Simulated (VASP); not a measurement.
# From VASP inputs to Ansatz: InAs (rocksalt)

INCAR

```
SIGMA = 0.02
PREC = Accurate
ENCUT = 520
LCHARG = .FALSE.
NSW = 0
NBANDS = 29
ISMEAR = -1
NELM = 120
LREAL = .FALSE.
LWAVE = .FALSE.
LASPH = .TRUE.
EDIFF = 1E-7
ISIF = 2
GGA_COMPAT = .FALSE.
GGA = PE
LSORBIT = .TRUE.
MAGMOM = 0.0 0.0 0.0 0.0 0.0 0.0
IBRION = -1
```

KPOINTS

```
KPOINTS created by Atomic Simulation Environment
0
Gamma
8 8 8
0 0 0
```

KPOINTS_OPT

```
special points
7
Reciprocal
0.0000000000 0.0000000000 0.0000000000 1
0.5000000000 0.0000000000 0.5000000000 1
0.5000000000 0.2500000000 0.7500000000 1
0.3750000000 0.3750000000 0.7500000000 1
0.5000000000 0.5000000000 0.5000000000 1
0.6250000000 0.2500000000 0.6250000000 1
0.1875000000 0.1875000000 0.3750000000 1
```

POSCAR

```
In As
 1.0000000000000000
    -0.0000000000000000    2.8414336897063346    2.8414336897063346
     2.8414336897063346   -0.0000000000000000    2.8414336897063346
     2.8414336897063346    2.8414336897063346   -0.0000000000000000
 In  As
   1   1
Cartesian
 -0.0000000000000000 -0.0000000000000000 -0.0000000000000000
  2.8414336897063341  2.8414336897063341  2.8414336897063341
```

VASP ran with the recommended PBE PAW datasets (18 valence electrons in the cell).

**Question.** Write an Ansatz input for this cell and level of theory.

**Answer.** 

```yaml
crystal:
  lattice:
    - [0.0, 2.8414336897, 2.8414336897]
    - [2.8414336897, 0.0, 2.8414336897]
    - [2.8414336897, 2.8414336897, 0.0]
  atoms:
    - { symbol: In, position: [0.0, 0.0, 0.0] }
    - { symbol: As, position: [0.5, 0.5, 0.5] }
kpoints:
  mp_grid: { grid: [8, 8, 8] }
  band_path:
    path:
      - [0.0, 0.0, 0.0]
      - [0.5, 0.0, 0.5]
      - [0.5, 0.25, 0.75]
      - [0.375, 0.375, 0.75]
      - [0.5, 0.5, 0.5]
      - [0.625, 0.25, 0.625]
      - [0.1875, 0.1875, 0.375]
    npoints: 1
hamiltonian:
  xc: pbe
scf:
  occupations: { method: fermi_dirac, width: 0.02 }
  n_extra_bands: 8
magnetization:
  noncollinear: true
  spin_orbit: true
output:
  forces: true
  stress: true
  eigenvalues: true
```

Other inputs would serve too.

|  | VASP | Ansatz |
| --- | --- | --- |
| gap between bands v and c | -2.61 eV (bands overlap: a metal) | -2.61 eV (bands overlap: a metal) |
| least direct gap | 0.00 eV | 0.00 eV |

The two codes use different PAW datasets and cutoffs. VASP's cell holds 18 valence electrons and Ansatz's 28.
